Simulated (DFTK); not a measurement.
# SnTe (Fm-3m) in DFTK: further runs

Aim: see how the results for SnTe move with the level of theory and the settings. Levels: LDA, r2SCAN. Tasks: equation of state, single point.

All numbers are computed with DFTK 0.8.2; they aren't measurements. Logs are shortened: lines on timing, memory, paths and dates and some standing lists are left out, and cuts for length are marked.

**1. The structure**

Symmetry: Fm-3m, No. 225, cubic system. Conventional cell: a = 6.302 Å, b = 6.302 Å, c = 6.302 Å, α = 90.00°, β = 90.00°, γ = 90.00°. Te (site symmetry m-3m) is surrounded by 6 Sn at 3.15 Å. Sn (site symmetry m-3m) is surrounded by 6 Te at 3.15 Å.

**2. Equation of state, LDA**

File run.jl:

```julia
using DFTK
using PseudoPotentialData
using Unitful, UnitfulAtomic
using LinearAlgebra, Printf
using AtomsBase
include("save.jl")
disable_threading()

cell = [[0.0, 3.15085, 3.15085],
        [3.15085, 0.0, 3.15085],
        [3.15085, 3.15085, 0.0]]u"Å"
system = periodic_system([:Te => [0.5, 0.5, 0.5],
                          :Sn => [0.0, 0.0, 0.0]],
                         cell; fractional=true)
lattice   = austrip.(hcat(cell_vectors(system)...))
symbols   = atomic_symbol(system, :) .|> Symbol
positions = [lattice \ austrip.(position(system, i)) for i in 1:length(system)]
pseudopotentials = PseudoFamily("cp2k.nc.sr.lda.v0_1.largecore.gth")
elements = Dict(s => ElementPsp(s, pseudopotentials) for s in unique(symbols))
atoms    = [elements[s] for s in symbols]

build_model(lattice, positions; symmetries=true) =
    model_DFT(lattice, atoms, positions;
              functionals=LDA(),
              temperature=austrip(0.05u"eV"),
              smearing=Smearing.FermiDirac(),
              symmetries)
Ecut  = 27.0  # hartree
kgrid = [7, 7, 7]
tol   = 1e-6
to_GPa = ustrip(uconvert(u"GPa", 1u"hartree/bohr^3"))

results["points"] = []
for scale in [0.94, 0.96, 0.98, 1.0, 1.02, 1.04, 1.06]
    println("\n=== scale = ", scale)
    model = build_model(cbrt(scale) * lattice, positions)
    basis = PlaneWaveBasis(model; Ecut, kgrid)
    t0 = time()
    scfres = self_consistent_field(basis;
                                   tol,
                                   nbandsalg=AdaptiveBands(model; n_bands_converge=10))
    seconds = time() - t0
    @printf "SCF: %d iterations, %.1f s\n" scfres.n_iter seconds
    forces = compute_forces_cart(scfres)
    stress = compute_stresses_cart(scfres)
    @printf "V = %.5f Å^3  F = %.8f Ha  max force = %.5f eV/Å  p = %.4f GPa\n" ustrip(auconvert(u"Å^3", model.unit_cell_volume)) scfres.energies.total ustrip(auconvert(u"eV/Å", maximum(norm, forces))) (-tr(stress) / 3 * to_GPa)
    push!(results["points"], save_scf!(scfres; forces, stress, d=Dict{String,Any}("seconds" => seconds, "n_matvec" => get(scfres, :n_matvec, 0))))
end

# third-order Birch-Murnaghan fit in x = V^(-2/3)
V = [0.94, 0.96, 0.98, 1.0, 1.02, 1.04, 1.06] * abs(det(lattice))
E = [p["total"] for p in results["points"]]
x = V .^ (-2 / 3)
c = [x .^ 0 x x .^ 2 x .^ 3] \ E
Δ = c[3]^2 - 3c[2] * c[4]
if Δ > 0
    x0 = (-c[3] + sqrt(Δ)) / 3c[4]
    B0 = 4 / 9 * x0^(7 / 2) * (2c[3] + 6c[4] * x0)
    @printf "V0 = %.4f Å^3  B0 = %.2f GPa\n" ustrip(auconvert(u"Å^3", x0^(-3 / 2))) B0 * to_GPa
end
```

Potentials or basis: cp2k.nc.sr.lda.v0_1.largecore.gth (LDA, GTH).

Command:

```sh
julia --threads=1 run.jl  # save.jl only writes the numbers to a file and isn't shown; printed stress counts tension as positive; times include loading and compiling
```

Output:

```text
=== scale = 0.94
n     Energy            log10(ΔE)   log10(Δρ)   Diag   Δtime
---   ---------------   ---------   ---------   ----   ------
  1   -11.82919427278                   -0.66    4.7    2.99s
  2   -11.83104496086       -2.73       -1.18    1.0    1.46s
  3   -11.83150678997       -3.34       -2.12    2.0    2.02s
  4   -11.83153767770       -4.51       -3.05    2.0    2.16s
  5   -11.83153910248       -5.85       -3.51    2.8    1.59s
  6   -11.83153915924       -7.25       -4.20    1.8    1.35s
  7   -11.83153916531       -8.22       -5.01    2.5    2.13s
  8   -11.83153916549       -9.75       -5.63    2.8    2.30s
  9   -11.83153916549      -11.55       -6.67    2.4    1.48s
SCF: 9 iterations, 17.8 s
V = 58.80863 Å^3  F = -11.83153917 Ha  max force = 0.00000 eV/Å  p = 1.4148 GPa

=== scale = 0.96
n     Energy            log10(ΔE)   log10(Δρ)   Diag   Δtime
---   ---------------   ---------   ---------   ----   ------
  1   -11.82932770401                   -0.66    4.8    2.75s
[... 43 further cycles ...]
  9   -11.83004706451      -10.99       -6.36    2.1    1.31s
SCF: 9 iterations, 16.0 s
V = 65.06486 Å^3  F = -11.83004706 Ha  max force = 0.00000 eV/Å  p = -3.0927 GPa

=== scale = 1.06
n     Energy            log10(ΔE)   log10(Δρ)   Diag   Δtime
---   ---------------   ---------   ---------   ----   ------
  1   -11.82552900540                   -0.66    4.8    2.65s
  2   -11.82821075090       -2.57       -1.18    1.0    1.10s
  3   -11.82902652177       -3.09       -2.09    2.0    1.34s
  4   -11.82906611020       -4.40       -3.02    1.9    2.00s
  5   -11.82906847092       -5.63       -3.52    2.8    1.59s
  6   -11.82906857273       -6.99       -4.06    1.9    1.91s
  7   -11.82906858368       -7.96       -4.83    2.2    1.50s
  8   -11.82906858391       -9.64       -5.26    2.5    2.15s
  9   -11.82906858393      -10.81       -6.40    1.7    1.31s
SCF: 9 iterations, 16.4 s
V = 66.31611 Å^3  F = -11.82906858 Ha  max force = 0.00000 eV/Å  p = -3.7304 GPa
V0 = 60.4336 Å^3  B0 = 49.14 GPa
```

Run time: 3 min. Hardware: 1 thread of Intel Xeon 6975P-C (Granite Rapids), shared host; peak memory 1.7 GiB.

Results:

```yaml
Equilibrium_volume: 30.22 Å³/atom
Bulk_modulus: 49 GPa
Pressure_derivative_of_the_bulk_modulus: 4.4
```

Energy against volume, from the lowest point:
| volume (Å³/atom) | energy (meV/atom) |
| --- | --- |
| 29.404 | 3.34 |
| 30.030 | 0.00 |
| 30.656 | 0.77 |
| 31.281 | 5.22 |
| 31.907 | 12.96 |
| 32.532 | 23.64 |
| 33.158 | 36.95 |

Caveat: this odd mesh misses L, where the gap lies, so gap, dielectric constants and Born charges aren't listed; GTH potentials come without recommended cutoffs, and this one wasn't checked for convergence. LDA usually gives volumes a few per cent too small.

**3. Single point, LDA, 29.40 Å³/atom (volume scaled by 0.94)**

run.jl is that of step 2.

Potentials or basis: cp2k.nc.sr.lda.v0_1.largecore.gth (LDA, GTH).

Command:

```sh
julia --threads=1 run.jl  # one pass of the loop, scale = 0.94; save.jl only writes the numbers to a file and isn't shown; printed stress counts tension as positive; times include loading and compiling
```

Wall time 18 s (1 thread of Intel Xeon 6975P-C (Granite Rapids), shared host).

The run converged. Its results:

* Free energy: -321.9526 eV
* Pressure: 1.4 GPa

Caveat: this odd mesh misses L, where the gap lies, so gap, dielectric constants and Born charges aren't listed; GTH potentials come without recommended cutoffs, and this one wasn't checked for convergence.

**4. Single point, LDA, 30.03 Å³/atom (volume scaled by 0.96)**

run.jl is that of step 3.

Command:

```sh
julia --threads=1 run.jl  # one pass of the loop, scale = 0.96; save.jl only writes the numbers to a file and isn't shown; printed stress counts tension as positive; times include loading and compiling
```

Wall time 17 s (1 thread of Intel Xeon 6975P-C (Granite Rapids), shared host).

The run converged. Its results:

- Free energy: -321.9593 eV
- Pressure: 0.3 GPa

Caveat: this odd mesh misses L, where the gap lies, so gap, dielectric constants and Born charges aren't listed; GTH potentials come without recommended cutoffs, and this one wasn't checked for convergence.

**5. Single point, LDA, 30.66 Å³/atom (volume scaled by 0.98)**

run.jl is that of step 4.

Command:

```sh
julia --threads=1 run.jl  # one pass of the loop, scale = 0.98; save.jl only writes the numbers to a file and isn't shown; printed stress counts tension as positive; times include loading and compiling
```

Run time: 17 s. Hardware: 1 thread of Intel Xeon 6975P-C (Granite Rapids), shared host.

Results (log left out):

```
Free energy : -321.9577 eV
Pressure    : -0.7 GPa
```

Caveat: this odd mesh misses L, where the gap lies, so gap, dielectric constants and Born charges aren't listed; GTH potentials come without recommended cutoffs, and this one wasn't checked for convergence.

**6. Single point, LDA, 31.28 Å³/atom**

run.jl is that of step 5.

Potentials or basis: cp2k.nc.sr.lda.v0_1.largecore.gth (LDA, GTH).

Command:

```sh
julia --threads=1 run.jl  # one pass of the loop, scale = 1.0; save.jl only writes the numbers to a file and isn't shown; printed stress counts tension as positive; times include loading and compiling
```

Run time: 17 s. Hardware: 1 thread of Intel Xeon 6975P-C (Granite Rapids), shared host.

Results (log left out):

```yaml
Free_energy: -321.9488 eV
Pressure: -1.6 GPa
```

Caveat: this odd mesh misses L, where the gap lies, so gap, dielectric constants and Born charges aren't listed; GTH potentials come without recommended cutoffs, and this one wasn't checked for convergence.

**7. Single point, LDA, 31.91 Å³/atom (volume scaled by 1.02)**

run.jl is that of step 6.

Command:

```sh
julia --threads=1 run.jl  # one pass of the loop, scale = 1.02; save.jl only writes the numbers to a file and isn't shown; printed stress counts tension as positive; times include loading and compiling
```

Run time: 17 s. Hardware: 1 thread of Intel Xeon 6975P-C (Granite Rapids), shared host.

The run converged. Its results:

```yaml
Free_energy: -321.9333 eV
Pressure: -2.4 GPa
```

Caveat: this odd mesh misses L, where the gap lies, so gap, dielectric constants and Born charges aren't listed; GTH potentials come without recommended cutoffs, and this one wasn't checked for convergence.

**8. Single point, LDA, 32.53 Å³/atom (volume scaled by 1.04)**

run.jl is that of step 7.

Command:

```sh
julia --threads=1 run.jl  # one pass of the loop, scale = 1.04; save.jl only writes the numbers to a file and isn't shown; printed stress counts tension as positive; times include loading and compiling
```

Wall time 16 s (1 thread of Intel Xeon 6975P-C (Granite Rapids), shared host).

Results (log left out):

| Property | Result |
| --- | --- |
| Free energy | -321.9120 eV |
| Pressure | -3.1 GPa |

Caveat: this odd mesh misses L, where the gap lies, so gap, dielectric constants and Born charges aren't listed; GTH potentials come without recommended cutoffs, and this one wasn't checked for convergence.

**9. Single point, LDA, 33.16 Å³/atom (volume scaled by 1.06)**

run.jl is that of step 8.

Potentials or basis: cp2k.nc.sr.lda.v0_1.largecore.gth (LDA, GTH).

Command:

```sh
julia --threads=1 run.jl  # one pass of the loop, scale = 1.06; save.jl only writes the numbers to a file and isn't shown; printed stress counts tension as positive; times include loading and compiling
```

Run time: 16 s. Hardware: 1 thread of Intel Xeon 6975P-C (Granite Rapids), shared host.

Results (log left out):

* Free energy: -321.8854 eV
* Pressure: -3.7 GPa

Caveat: this odd mesh misses L, where the gap lies, so gap, dielectric constants and Born charges aren't listed; GTH potentials come without recommended cutoffs, and this one wasn't checked for convergence.

**10. Equation of state, r2SCAN**

Edit run.jl of step 9 so:

```diff
@@ -4,3 +4,2 @@
 using LinearAlgebra, Printf
-using AtomsBase
 include("save.jl")
@@ -8,12 +7,8 @@
 
-cell = [[0.0, 3.15085, 3.15085],
-        [3.15085, 0.0, 3.15085],
-        [3.15085, 3.15085, 0.0]]u"Å"
-system = periodic_system([:Te => [0.5, 0.5, 0.5],
-                          :Sn => [0.0, 0.0, 0.0]],
-                         cell; fractional=true)
-lattice   = austrip.(hcat(cell_vectors(system)...))
-symbols   = atomic_symbol(system, :) .|> Symbol
-positions = [lattice \ austrip.(position(system, i)) for i in 1:length(system)]
-pseudopotentials = PseudoFamily("cp2k.nc.sr.lda.v0_1.largecore.gth")
+lines     = readlines("SnTe.xyz")
+cell_ang  = reshape(parse.(Float64, split(match(r"Lattice=\"([^\"]+)\"", lines[2])[1])), 3, 3)
+lattice   = austrip(1u"Å") * cell_ang
+symbols   = [Symbol(split(l)[1]) for l in lines[3:end]]
+positions = [round.(cell_ang \ parse.(Float64, split(l)[2:4]); digits=9) for l in lines[3:end]]
+pseudopotentials = PseudoFamily("cp2k.nc.sr.pbe.v0_1.semicore.gth")
 elements = Dict(s => ElementPsp(s, pseudopotentials) for s in unique(symbols))
@@ -23,3 +18,3 @@
     model_DFT(lattice, atoms, positions;
-              functionals=LDA(),
+              functionals=r2SCAN(),
               temperature=austrip(0.05u"eV"),
@@ -27,4 +22,4 @@
               symmetries)
-Ecut  = 27.0  # hartree
-kgrid = [7, 7, 7]
+Ecut  = 35.0  # hartree
+kgrid = [5, 5, 5]
 tol   = 1e-6
@@ -40,3 +35,4 @@
                                    tol,
-                                   nbandsalg=AdaptiveBands(model; n_bands_converge=10))
+                                   nbandsalg=AdaptiveBands(model; n_bands_converge=10),
+                                   solver=ScfAndersonSolver())
     seconds = time() - t0
```

File SnTe.xyz:

```xyz
2
Lattice="0.0000000000 3.1508500000 3.1508500000 3.1508500000 0.0000000000 3.1508500000 3.1508500000 3.1508500000 0.0000000000" Properties=species:S:1:pos:R:3 pbc="T T T"
Te     3.1508500000      3.1508500000      3.1508500000
Sn     0.0000000000      0.0000000000      0.0000000000
```

Potentials or basis: cp2k.nc.sr.pbe.v0_1.semicore.gth (PBE, GTH).

Command:

```sh
julia --threads=1 run.jl  # save.jl only writes the numbers to a file and isn't shown; printed stress counts tension as positive; times include loading and compiling
```

Run time: 7 min. Hardware: 1 thread of Intel Xeon 6975P-C (Granite Rapids), shared host; peak memory 1.6 GiB.

The run converged. Its results:

| Property | Result |
| --- | --- |
| Equilibrium volume | 33.17 Å³/atom (rough: see the caveat) |
| Bulk modulus | 42 GPa (rough) |

Energy against volume, from the lowest point:
| volume (Å³/atom) | energy (meV/atom) |
| --- | --- |
| 29.404 | 68.41 |
| 30.030 | 45.91 |
| 30.656 | 28.43 |
| 31.281 | 15.51 |
| 31.907 | 6.71 |
| 32.532 | 1.66 |
| 33.158 | 0.00 |

Caveat: the minimum lies outside the volumes run; this odd mesh misses L, where the gap lies, so gap, dielectric constants and Born charges aren't listed; GTH potentials come without recommended cutoffs, and this one wasn't checked for convergence; the potentials were made for another functional, which shifts forces and pressure. The run has no spin-orbit coupling, so splittings on Te are missing.
